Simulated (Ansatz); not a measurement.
**Bi: a tetragonal deformation path**

An exercise on one series of results from a longer session: the logs are not shown, and one member is left open.

Method: DFT PBE+D3(BJ), scalar-relativistic, plane waves, PAW, in Ansatz 0.2.0.

## The structure to begin with

It takes space group Im-3m (No. 229, cubic). Conventional cell: a = 3.963 Å, b = 3.963 Å, c = 3.963 Å, α = 90.00°, β = 90.00°, γ = 90.00°. Bi (site symmetry m-3m) has 8 Bi at 3.43 Å as nearest neighbours.

Coordinates:

```cif
data_structure
_symmetry_space_group_name_H-M 'Im-3m'
_symmetry_Int_Tables_number 229
_cell_length_a 3.9629
_cell_length_b 3.9629
_cell_length_c 3.9629
_cell_angle_alpha 90.000
_cell_angle_beta 90.000
_cell_angle_gamma 90.000
_cell_volume 62.23
loop_
_atom_site_label
_atom_site_type_symbol
_atom_site_symmetry_multiplicity
_atom_site_Wyckoff_symbol
_atom_site_fract_x
_atom_site_fract_y
_atom_site_fract_z
_atom_site_occupancy
Bi1 Bi 2 a 0.00000 0.00000 0.00000 1
```

It goes back to an entry of the Materials Project, which need not be the stable form.

The cell is taken as given, not relaxed at this level.

Set-up of the first run:

At fixed volume and fractional coordinates, lengths along (0.000, 0.000, 1.000) are scaled against those across it; ρ is that ratio over its starting value.

File input.yaml:

```yaml
crystal:
  lattice:
    - [-2.2241925384, 2.2241925384, 1.5725041247]
    - [2.2241925384, -2.2241925384, 1.5725041247]
    - [2.2241925384, 2.2241925384, -1.5725041247]
  atoms:
    - { symbol: Bi, position: [0.0, 0.0, 0.0] }
basis:
  ecutwfc: 420
kpoints:
  mp_grid: { grid: [18, 18, 18] }
hamiltonian:
  xc: pbe
  dispersion: d3bj
scf:
  occupations: { method: gaussian, width: 0.15 }
output:
  forces: true
  stress: true
  eigenvalues: true
```

Among the steps run: ρ = 0.707; ρ = 1.414; ρ = 0.850; At ρ = 1.200; Point ρ = 0.780.

One of the session's tables, all rows but one given; the rest of the session is left out.

Collected from the runs (energy zero: the undisturbed cell):

```
    ρ  ΔE (meV/atom)  pressure (GPa)
0.707           92.5             1.2
0.780           23.9            -0.5
0.850              ?               ?
1.000            0.0            -1.7
1.200           27.1            -1.5
1.414           53.2            -1.5
```

**Question.** Estimate the row for ρ = 0.850.

Worked estimate for «ΔE (meV/atom)». A straight line through the neighbours (0.780, 23.9) and (1.000, 0.0) gives 23.9 + (0.0 − 23.9) × (0.850 − 0.780) / (1.000 − 0.780) = 16.3; a parabola fitted to 4 rows on both sides gives 14.8.

**Answer.** ΔE (meV/atom): 10.6; pressure (GPa): -1.2. In «ΔE (meV/atom)» the line misses by +5.7 and the parabola by +4.2.
